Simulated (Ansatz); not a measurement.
# PbF2: shifting one sublattice

Aim: for PbF2, measure how stiffly every Pb atom is held.

Computed with Ansatz 0.2.0 (DFT PBE, scalar-relativistic, plane waves, PAW, unless a step's input says otherwise).

### 1 The starting structure

It takes space group Fm-3m (No. 225, cubic). Conventional cell: a = 5.940 Å, b = 5.940 Å, c = 5.940 Å, α = 90.00°, β = 90.00°, γ = 90.00°. Pb (site symmetry m-3m) is surrounded by 8 F at 2.57 Å. F (site symmetry -43m) is surrounded by 4 Pb at 2.57 Å.

Structure file:

```xyz
3
Lattice="0.0000 2.9699 2.9699 2.9699 0.0000 2.9699 2.9699 2.9699 0.0000" Properties=species:S:1:pos:R:3 pbc="T T T"
Pb    0.0000    0.0000    0.0000
F     1.4849    1.4849    1.4849
F     4.4548    4.4548    4.4548
```

The cell is taken as given, not relaxed at this level.

### 2 Zero of energy

Reference values: F = -13524.7010 eV; pressure 2.20 GPa; largest force 0.000 eV/Å; gap on the mesh 4.42 eV. It was computed beforehand with the settings of the runs below.

### 3 Next: shifting one sublattice

Every Pb atom is moved by x along the Cartesian unit vector (0.577, -0.577, -0.577); the cell and all other atoms stay fixed. Forces below are components along that vector, summed over the moved atoms.

### 4 Point x = -0.500 Å

input.yaml

```yaml
crystal:
  lattice:
    - [0.0, 2.96985, 2.96985]
    - [2.96985, 0.0, 2.96985]
    - [2.96985, 2.96985, 0.0]
  atoms:
    - { symbol: Pb, position: [0.1458028863, -0.0486009621, -0.0486009621] }
    - { symbol: F, position: [0.25, 0.25, 0.25] }
    - { symbol: F, position: [0.75, 0.75, 0.75] }
basis:
  ecutwfc: 420
kpoints:
  mp_grid: { grid: [8, 8, 8] }
hamiltonian:
  xc: pbe
scf:
  occupations: { method: gaussian, width: 0.05 }
output:
  forces: true
  stress: true
  eigenvalues: true
```

Run with:

```bash
$ ansatz run input.yaml --threads 1 --pin off --max-ram 2560MiB --backend cpu --events-out ev --progress --plain --runs-dir out
```

### 5 At x = 0.375 Å

Edit input.yaml of step 4 so:

```diff
@@ -6,3 +6,3 @@
   atoms:
-    - { symbol: Pb, position: [0.1458028863, -0.0486009621, -0.0486009621] }
+    - { symbol: Pb, position: [-0.1093521647, 0.0364507216, 0.0364507216] }
     - { symbol: F, position: [0.25, 0.25, 0.25] }
@@ -21 +21,5 @@
   eigenvalues: true
+  write_density: true
+  write_potential: true
+  elf: true
+  volumetric_format: npy
```

### 6 Point x = -0.250 Å

Edit input.yaml of step 5 so:

```diff
@@ -6,3 +6,3 @@
   atoms:
-    - { symbol: Pb, position: [-0.1093521647, 0.0364507216, 0.0364507216] }
+    - { symbol: Pb, position: [0.0729014432, -0.0243004811, -0.0243004811] }
     - { symbol: F, position: [0.25, 0.25, 0.25] }
@@ -21,5 +21 @@
   eigenvalues: true
-  write_density: true
-  write_potential: true
-  elf: true
-  volumetric_format: npy
```

### 7 At x = 0.125 Å

Edit input.yaml of step 6 so:

```diff
@@ -6,3 +6,3 @@
   atoms:
-    - { symbol: Pb, position: [0.0729014432, -0.0243004811, -0.0243004811] }
+    - { symbol: Pb, position: [-0.0364507216, 0.0121502405, 0.0121502405] }
     - { symbol: F, position: [0.25, 0.25, 0.25] }
```

### 8 Point x = 0.438 Å

Edit input.yaml of step 7 so:

```diff
@@ -6,3 +6,3 @@
   atoms:
-    - { symbol: Pb, position: [-0.0364507216, 0.0121502405, 0.0121502405] }
+    - { symbol: Pb, position: [-0.1275775255, 0.0425258418, 0.0425258418] }
     - { symbol: F, position: [0.25, 0.25, 0.25] }
```

### 9 x = 0.312 Å

Edit input.yaml of step 8 so:

```diff
@@ -6,3 +6,3 @@
   atoms:
-    - { symbol: Pb, position: [-0.1275775255, 0.0425258418, 0.0425258418] }
+    - { symbol: Pb, position: [-0.0911268039, 0.0303756013, 0.0303756013] }
     - { symbol: F, position: [0.25, 0.25, 0.25] }
```

### 10 Point x = 0.188 Å

Edit input.yaml of step 9 so:

```diff
@@ -6,3 +6,3 @@
   atoms:
-    - { symbol: Pb, position: [-0.0911268039, 0.0303756013, 0.0303756013] }
+    - { symbol: Pb, position: [-0.0546760824, 0.0182253608, 0.0182253608] }
     - { symbol: F, position: [0.25, 0.25, 0.25] }
```

### 11 x = 0.062 Å

Edit input.yaml of step 10 so:

```diff
@@ -6,3 +6,3 @@
   atoms:
-    - { symbol: Pb, position: [-0.0546760824, 0.0182253608, 0.0182253608] }
+    - { symbol: Pb, position: [-0.0182253608, 0.0060751203, 0.0060751203] }
     - { symbol: F, position: [0.25, 0.25, 0.25] }
```

(Steps that only read results are left out.)

Before running it: what results should come out?

**Answer**, as computed:

| quantity | value |
| --- | --- |
| force constant along x, from the points at -0.250, 0 and 0.062 Å | 1.67 eV/Å² |

What this shows: The restoring force grows by 1.67 eV/Å per Å near the site. The step of 0.25 Å is wide, so anharmonic terms mix in. The undisturbed cell stays the lowest of the sampled points. The gap on the mesh stays between 4.42 and 4.50 eV. Spin-orbit coupling is left out, which matters for the bands of Pb.
